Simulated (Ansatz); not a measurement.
# Fe: the cost of one run

Method: DFT PBE, scalar-relativistic, plane waves, PAW, in Ansatz 0.2.0.

The COD entry's cell or inner coordinates are ideal or old and differ from later refinements, so a difference from it is no clean test against experiment.

3 further runs of the same task are left out: 2 that didn't finish, 1 set aside as unsound or not needed.

## Step 1: Starting point

Symmetry: Im-3m, No. 229, cubic system. Conventional cell: a = 2.832 Å, b = 2.832 Å, c = 2.832 Å, α = 90.00°, β = 90.00°, γ = 90.00°. Fe (site symmetry m-3m) is surrounded by 8 Fe at 2.45 Å.

Structure file:

```xyz
1
Lattice="-1.4158 1.4158 1.4158 1.4158 -1.4158 1.4158 1.4158 1.4158 -1.4158" Properties=species:S:1:pos:R:3 pbc="T T T"
Fe    0.0000    0.0000    0.0000
```

This cell was relaxed beforehand with the same method: volume 11.35 Å³/atom, gap on the mesh none (metal), site moments up to 2.2 μB.

## Step 2: Electronic structure at the relaxed geometry

The input, input.yaml:

```yaml
crystal:
  lattice:
    - [-1.4157898473, 1.4157898473, 1.4157898473]
    - [1.4157898473, -1.4157898473, 1.4157898473]
    - [1.4157898473, 1.4157898473, -1.4157898473]
  atoms:
    - { symbol: Fe, position: [0.0, 0.0, 0.0], spin: 2.44 }
basis:
  ecutwfc: 420
kpoints:
  mp_grid: { grid: [20, 20, 20] }
  band_path:
    path:
      - [[0.0, 0.0, 0.0], [0.5, -0.5, 0.5], [0.0, 0.0, 0.5], [0.0, 0.0, 0.0], [0.25, 0.25, 0.25], [0.5, -0.5, 0.5]]
      - [[0.25, 0.25, 0.25], [0.0, 0.0, 0.5]]
    npoints: 14
hamiltonian:
  xc: pbe
scf:
  occupations: { method: gaussian, width: 0.1 }
  n_extra_bands: 6
output:
  forces: true
  stress: true
  eigenvalues: true
  populations: true
  dos: { projected: true, de: 0.02, nscf_kmesh: { grid: [30, 30, 30] } }
  bader: true
  write_density: true
  write_potential: true
  elf: true
  volumetric_format: npy
magnetization:
  spin_polarized: true
checkpoint:
  read: start.run
  write: ck
  compress: false
  write_wavefunctions: false
  write_every: 100000
```

Command:

```sh
> ansatz run input.yaml --threads 1 --pin off --max-ram 2560MiB --backend cpu --events-out ev --progress --plain --runs-dir out
```

**Question.** How long does this run take on 1 thread of Arm Neoverse V2, shared host, and how much memory does it need?

About 20 s, with a peak of 0.34 GiB.
